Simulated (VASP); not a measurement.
# MoS2 (P-3m1) in VASP: a series of runs

The runs below take MoS2 through single point, with HSE06.

Everything below comes from runs of VASP 6.6.1. Logs are shortened: lines on timing, memory, paths and dates and some standing lists are left out, and cuts for length are marked.

**1. Starting point**

The structure is trigonal, space group P-3m1 (No. 164). Conventional cell: a = 3.227 Å, b = 3.227 Å, c = 6.312 Å, α = 90.00°, β = 90.00°, γ = 120.00°. Mo (site symmetry -3m) has 6 S at 2.42 Å as nearest neighbours. S (site symmetry 3m) has 3 Mo at 2.42 Å as nearest neighbours.

Measurements of this composition are mostly on another form, of space group No. 194.

**2. Single point, HSE06**

Input file POSCAR:

```
MoS2
1.0
    3.2274645616      0.0000000000      0.0000000000
   -1.6137322808      2.7950663001      0.0000000000
    0.0000000000      0.0000000000      6.3124734200
Mo S
1 2
Direct
    0.0000000000      0.0000000000      0.5000000000
    0.6666666667      0.3333333333      0.7446806800
    0.3333333333      0.6666666667      0.2553193200
```

Input file INCAR.step1:

```
SYSTEM = MoS2
  PREC = Accurate
  ENCUT = 350
  EDIFF = 1E-5
  ISMEAR = 0
  SIGMA = 0.01
  LREAL = .FALSE.
  LASPH = .TRUE.
  NELM = 100
  ALGO = Normal
  ISIF = 2
  LWAVE = .TRUE.
  LCHARG = .FALSE.
  NKRED = 1
  NBANDS = 21
  GGA = PE
```

Input file INCAR.step2:

```
SYSTEM = MoS2
  PREC = Accurate
  ENCUT = 350
  EDIFF = 1E-6
  ISMEAR = 0
  SIGMA = 0.01
  LREAL = .FALSE.
  LASPH = .TRUE.
  NELM = 100
  ALGO = Normal
  ISIF = 2
  LWAVE = .FALSE.
  LCHARG = .FALSE.
  GGA = PE
  LHFCALC = .TRUE.
  HFSCREEN = 0.2
  PRECFOCK = Low
  NKRED = 1
  NBANDS = 21
  ISTART = 1
```

Input file KPOINTS:

```
Automatic mesh
0
G
  5 5 2
  0 0 0
```

Potentials or basis: VASP PAW PBE potentials, release 64 (Mo_sv, S).

The run is started by

```sh
$ cat potpaw_PBE.64/Mo_sv/POTCAR potpaw_PBE.64/S/POTCAR > POTCAR
$ cp INCAR.step1 INCAR
$ mpirun -np 1 vasp_std > vasp.out
$ cp INCAR.step2 INCAR
$ mpirun -np 1 vasp_std > vasp.out
```

OUTCAR:

```text
SYSTEM = MoS2
   PREC = Accurate
   ENCUT = 350
   EDIFF = 1E-6
   ISMEAR = 0
   LREAL = .FALSE.
   LASPH = .TRUE.
   NELM = 100
   ISIF = 2
   GGA = PE
   LHFCALC = .TRUE.
   HFSCREEN = 0.2
   PRECFOCK = Low
   NKRED = 1
   ISTART = 1

 Found     10 irreducible k-points:

 Following reciprocal coordinates:
            Coordinates               Weight
  0.000000  0.000000  0.000000      1.000000
  0.200000 -0.000000  0.000000      6.000000
  0.400000  0.000000  0.000000      6.000000
  0.200000  0.200000  0.000000      6.000000
  0.400000  0.200000  0.000000      6.000000
  0.000000  0.000000  0.500000      1.000000
   k-points           NKPTS =     10   k-points in BZ     NKDIM =     50   number of bands    NBANDS=     21
   number of dos      NEDOS =    301   number of ions     NIONS =      3
   total plane-waves  NPLWV =  16000
   dimension x,y,z NGX =    20 NGY =   20 NGZ =   40
   dimension x,y,z NGXF=    40 NGYF=   40 NGZF=   80
   ions per type =               1   2
   NGX,Y,Z   is equivalent  to a cutoff of  10.30, 10.30, 10.53 a.u.
   NGXF,Y,Z  is equivalent  to a cutoff of  20.60, 20.60, 21.07 a.u.
 SYSTEM =  MoS2
   PREC   = accura    normal or accurate (medium, high low for compatibility)
   ISTART =      1    job   : 0-new  1-cont  2-samecut
   ICHARG =      0    charge: 1-file 2-atom 10-const
   ISPIN  =      1    spin polarized calculation?
   LNONCOLLINEAR =      F non collinear calculations
   LSORBIT =      F    spin-orbit coupling
   LASPH  =      T    aspherical Exc in radial PAW
   ENCUT  =  350.0 eV  25.72 Ry    5.07 a.u.   4.92  4.92  9.63*2*pi/ulx,y,z
   NELM   =    100;   NELMIN=  2; NELMDL=  0     # of ELM steps
   EDIFF  = 0.1E-05   stopping-criterion for ELM
   LREAL  =      F    real-space projection
   EDIFFG = 0.1E-04   stopping-criterion for IOM
   NSW    =      0    number of steps for IOM
   IBRION =     -1    ionic relax: 0-MD 1-quasi-New 2-CG
   NFREE  =      0    steps in history (QN), initial steepest desc. (CG)
   ISIF   =      2    stress and relaxation
   ISYM   =      3    0-nonsym 1-usesym 2-fastsym
   POTIM  = 0.5000    time-step for ionic-motion
   TEBEG  =    0.0;   TEEND  =   0.0 temperature during run
   PSTRESS=    0.0 pullay stress
   NELECT =      26.0000    total number of electrons
   NUPDOWN=      -1.0000    fix difference up-down
   EMIN   =  10.00;   EMAX   =-10.00  energy-range for DOS
   EFERMI =   0.00;   METHOD = LEGACY
   ISMEAR =     0;   SIGMA  =   0.01  broadening in eV -4-tet -1-fermi 0-gaus
   EFERMI_NEDOS =   21; number of points for ismear=-14 and -15
   IALGO  =     38    algorithm
   IMIX   =      1    mixing-type and parameters
     AMIX     =   0.40;   BMIX     =  1.00
     AMIX_MAG =   1.60;   BMIX_MAG =  1.00
  volume/ion in A,a.u.               =      18.98       128.09
  Fermi-wavevector in a.u.,A,eV,Ry     =   1.260612  2.382212 21.621610  1.589144
  Thomas-Fermi vector in A             =   2.394113
   LORBIT       =      0    0 simple, 1 ext, 2 COOP (PROOUT), +10 PAW based schemes
   GGA     = PE    functional components
   LHFCALC =     T    Hartree Fock is set to
   PRECFOCK=low       Normal, Fast or Accurate (Low or Medium for compatibility)
   ENCUT4O =  -1.0   cutoff for four orbital integrals eV
   NKREDX  =     1    reduce k-point grid by
   NKREDY  =     1    reduce k-point grid by
   NKREDZ  =     1    reduce k-point grid by
   AEXX    =    0.2500 exact exchange contribution
   HFSCREEN=    0.2000 screening length (either q_TF or 0.3 A-1)
   HFSCREENC=   0.2000 screening length for correlation (either q_TF or 0.3 A-1)
   ENCUTFOCK=  -1.0 apply spherical cutoff to Coloumb kernel
   IVDW    =     0    specifies the selected vdW correction
   LEPSILON=     F    determine dielectric tensor
   LRPA    =     F    only Hartree local field effects (RPA)
 non-spin polarized calculation
 Gauss-broadening in eV      SIGMA  =   0.01
  energy-cutoff  :      350.00
  volume of cell :       56.94
 maximum number of plane-waves:       856
 NGX is ok and might be reduce to    20
  NGX = 12; NGY = 12; NGZ = 24

 number of electron      25.9999996 magnetization

 Free energy of the ion-electron system (eV)
  ---------------------------------------------------
  ext. energy  EPLUGINS =         0.00000000
  ---------------------------------------------------
  free energy    TOTEN  =       -25.14263487 eV

  energy without entropy =      -25.14195784  energy(sigma->0) =      -25.14229635

 E-fermi :   6.5895     XC(G=0):  -8.6162

 val. band max:        6.3358206480   @ k =   0.2000   0.2000   0.5000
 cond. band min:       6.5894652635   @ k =   0.4000   0.2000   0.0000
 fundamental gap:      0.2536446155
 Fermi energy:         6.5894652635

 k-point     1 :       0.0000    0.0000    0.0000
  band No.  band energies     occupation
      1     -59.3116      2.00000
      2     -31.9151      2.00000
      3     -31.8608      2.00000
      4     -31.8608      2.00000
      5      -9.9170      2.00000
      6      -8.3094      2.00000
[... 13 lines left out ...]
     20      17.1815      0.00000
     21      17.1815      0.00000

 k-point     2 :       0.2000   -0.0000    0.0000
  band No.  band energies     occupation
      1     -59.2984      2.00000
      2     -32.0027      2.00000
      3     -31.8941      2.00000
      4     -31.8892      2.00000
      5      -9.2898      2.00000
      6      -8.1821      2.00000
[... 13 lines left out ...]
     20      16.4622      0.00000
     21      17.2974      0.00000

 k-point     3 :       0.4000    0.0000    0.0000
  band No.  band energies     occupation
      1     -59.2770      2.00000
      2     -32.2240      2.00000
      3     -31.9488      2.00000
      4     -31.8462      2.00000
      5      -8.2525      2.00000
      6      -7.6835      2.00000
[... 13 lines left out ...]
     20      15.4725      0.00000
     21      16.8117      0.00000

 k-point     4 :       0.2000    0.2000    0.0000
  band No.  band energies     occupation
      1     -59.2811      2.00000
      2     -32.1465      2.00000
      3     -31.9750      2.00000
      4     -31.8544      2.00000
      5      -8.3135      2.00000
      6      -7.9781      2.00000
[... 13 lines left out ...]
     20      16.3602      0.00000
     21      16.8446      0.00000

 k-point     5 :       0.4000    0.2000    0.0000
  band No.  band energies     occupation
      1     -59.2705      2.00000
      2     -32.2137      2.00000
      3     -32.0444      2.00000
      4     -31.8327      2.00000
      5      -7.8827      2.00000
      6      -7.4855      2.00000
[... 13 lines left out ...]
     20      16.8993      0.00000
     21      17.2670      0.00000

 k-point     6 :       0.0000    0.0000    0.5000
  band No.  band energies     occupation
      1     -59.3116      2.00000
      2     -31.9173      2.00000
      3     -31.8608      2.00000
      4     -31.8608      2.00000
      5      -9.7136      2.00000
      6      -8.6401      2.00000
[... 13 lines left out ...]
     20      16.5051      0.00000
     21      17.3107      0.00000

 [... further k-points ...]

------------------------ aborting loop because EDIFF is reached ----------------------------------------

  FORCE on cell =-STRESS in cart. coord.  units (eV):
  Direction    XX          YY          ZZ          XY          YZ          ZX
  --------------------------------------------------------------------------------------
  -------------------------------------------------------------------------------------
  Total       -1.3221679     -1.3221679     -1.4064412     -0.0000000      0.0000000      0.0000000
  in kB      -37.2000924    -37.2000924    -39.5711813     -0.0000000      0.0000000      0.0000000
  external PRESSURE =     -37.9904554 kB  Pullay stress =       0.0000000 kB

 VOLUME and BASIS-vectors are now :
 -----------------------------------------------------------------------------
  energy-cutoff  :      350.00
  volume of cell :       56.94
      direct lattice vectors                 reciprocal lattice vectors
     3.227464562  0.000000000  0.000000000     0.309840737  0.178886633  0.000000000
    -1.613732281  2.795066300  0.000000000     0.000000000  0.357773266  0.000000000
     0.000000000  0.000000000  6.312473420     0.000000000  0.000000000  0.158416509

 POSITION                                       TOTAL-FORCE (eV/Angst)
 -----------------------------------------------------------------------------------
      0.00000      0.00000      3.15624        -0.000000      0.000000      0.000000
      1.61373      0.93169      4.70078        -0.000000      0.000000     -0.390742
     -0.00000      1.86338      1.61170         0.000000      0.000000      0.390742
 -----------------------------------------------------------------------------------
    total drift:                                0.000000      0.000000     -0.000001

  FREE ENERGIE OF THE ION-ELECTRON SYSTEM (eV)
  ---------------------------------------------------
  free  energy   TOTEN  =       -25.1426348685 eV

  energy  without entropy=      -25.1419578410  energy(sigma->0) =      -25.14229635
```

Run time: 2.2 min. Hardware: 1 thread of AMD EPYC 9R45 (Zen 5), shared host; peak memory 0.21 GiB.

The run converged, but some of its settings lie outside the range that counts as converged, so its numbers aren't taken as properties of the crystal.

What came out:

* Free energy: -25.1426 eV
* Pressure: -3.8 GPa
* Largest force: 0.391 eV/Å
* Band gap on the k mesh: none (metal or under the smearing width)

Caveat: the k mesh is coarse (spacing up to 0.50 Å⁻¹), so the values aren't converged, least of all with exact exchange; the PAW data sets were made with another functional, which shifts forces and pressure a little; this functional lacks dispersion, which binds the layers, so the pressure and a relaxed spacing across them are unreliable.

**3. Single point, HSE06**

POSCAR is that of step 2.

Edit INCAR.step1 of step 2 so:

```diff
@@ -2,3 +2,3 @@
   PREC = Accurate
-  ENCUT = 350
+  ENCUT = 500
   EDIFF = 1E-5
```

Edit INCAR.step2 of step 2 so:

```diff
@@ -2,3 +2,3 @@
   PREC = Accurate
-  ENCUT = 350
+  ENCUT = 500
   EDIFF = 1E-6
@@ -16,3 +16,3 @@
   HFSCREEN = 0.2
-  PRECFOCK = Low
+  PRECFOCK = Fast
   NKRED = 1
```

KPOINTS is that of step 2.

Potentials or basis: VASP PAW PBE potentials, release 64 (Mo_sv, S).

The run is started by

```sh
$ cat potpaw_PBE.64/Mo_sv/POTCAR potpaw_PBE.64/S/POTCAR > POTCAR
$ cp INCAR.step1 INCAR
$ mpirun -np 1 vasp_std > vasp.out
$ cp INCAR.step2 INCAR
$ mpirun -np 1 vasp_std > vasp.out
```

Wall time 4.3 min (1 thread of AMD EPYC 9R45 (Zen 5), shared host); peak memory 0.24 GiB.

These settings aren't checked as converged: the numbers below hold their error.

Results:

- Free energy: -25.1431 eV
- Pressure: -3.4 GPa
- Largest force: 0.407 eV/Å
- Band gap on the k mesh: none (metal or under the smearing width)

Caveat: the k mesh is coarse (spacing up to 0.50 Å⁻¹), so the values aren't converged, least of all with exact exchange; the PAW data sets were made with another functional, which shifts forces and pressure a little; this functional lacks dispersion, which binds the layers, so the pressure and a relaxed spacing across them are unreliable.

**4. The reference run**

An earlier run on the cell as given: functional PBE; potentials or basis VASP PAW PBE potentials, release 64 (Mo_sv, S); cutoff 520 eV; k mesh 9 × 9 × 4; occupations fermi-dirac, width 0.05 eV; no spin polarisation.

- Pressure: 1.0 GPa
- Largest force: 0.276 eV/Å
- Band gap on the k mesh: none (metal or under the smearing width)
